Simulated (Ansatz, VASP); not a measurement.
One calculation of AlN, two programs

INCAR

```
ALGO     = Normal         # electronic algorithm
EDIFF    = 1E-7           # SCF threshold, eV
ENCUT    = 520            # plane-wave cutoff, eV
GGA      = PE             # functional
ISIF     = 2              # what is computed and relaxed
ISMEAR   = 0              # smearing method
LASPH    = T              # aspherical terms in the spheres
LCHARG   = T              # write CHGCAR
LELF     = T              # ELF
LREAL    = F              # projectors in reciprocal space
LVHAR    = T            
LWAVE    = F              # write WAVECAR
NBANDS   = 11             # bands
NELM     = 60             # most SCF steps
PREC     = Accurate       # precision mode
SIGMA    = 0.05           # smearing width, eV
```

The input KPOINTS:

```
k-points
0
Gamma
  10 10 10
```

Contents of POSCAR:

```
AlN
1.0
    0.0000000000      2.1839935596      2.1839935596
    2.1839935596      0.0000000000      2.1839935596
    2.1839935596      2.1839935596      0.0000000000
Al N
1 1
Direct
    0.0264355298      0.0264355298      0.0264355298
    0.7500000000      0.7500000000      0.7500000000
```

Input for Ansatz:

```yaml
crystal:
  lattice:
    - [0.0, 2.1839935596, 2.1839935596]
    - [2.1839935596, 0.0, 2.1839935596]
    - [2.1839935596, 2.1839935596, 0.0]
  atoms:
    - { symbol: Al, position: [0.0264355298, 0.0264355298, 0.0264355298] }
    - { symbol: "N", position: [0.75, 0.75, 0.75] }
basis:
  ecutwfc: 420
kpoints:
  mp_grid: { grid: [10, 10, 10] }
hamiltonian:
  xc: pbe
scf:
  occupations: { method: gaussian, width: 0.05 }
output:
  forces: true
  stress: true
  eigenvalues: true
```

Change from the starting cell: all Al atoms moved +0.200 Å, as atom 1 along Cartesian [1 1 1].

Alike in both runs: task single point; functional PBE; k mesh 10 × 10 × 10; occupations gaussian, width 0.05 eV; no spin polarisation.

|  | VASP | Ansatz |
| --- | --- | --- |
| version | VASP 6.6.1 | Ansatz 0.2.0 |
| potentials or method | VASP PAW PBE potentials, release 64 (Al, N) | scalar-relativistic, plane waves, PAW |
| plane-wave cutoff (eV) | 520 | 420 |
| valence electrons in the cell | 8 | 8 |

```csv
,VASP,Ansatz,Ansatz less VASP
gap on the k mesh at the Fermi level (eV),2.73,2.74,+0.010
least direct gap on the mesh (eV),3.53,3.52,-0.009
pressure (GPa),8.2,8.4,+0.23
largest component of the traceless stress (GPa),5.22,5.21,-0.005
rms of the force components (eV/Å),1.021,1.020,-0.0014
```

Atom by atom the forces differ by 0.001 eV/Å (rms over components). The functional is the same, so the differences come from potentials, cutoffs and numerics.

Caveats: forces of over 1 eV/Å show positions far from the minimum, so gaps and moduli don't describe the material at rest. A k mesh can miss the band edges.
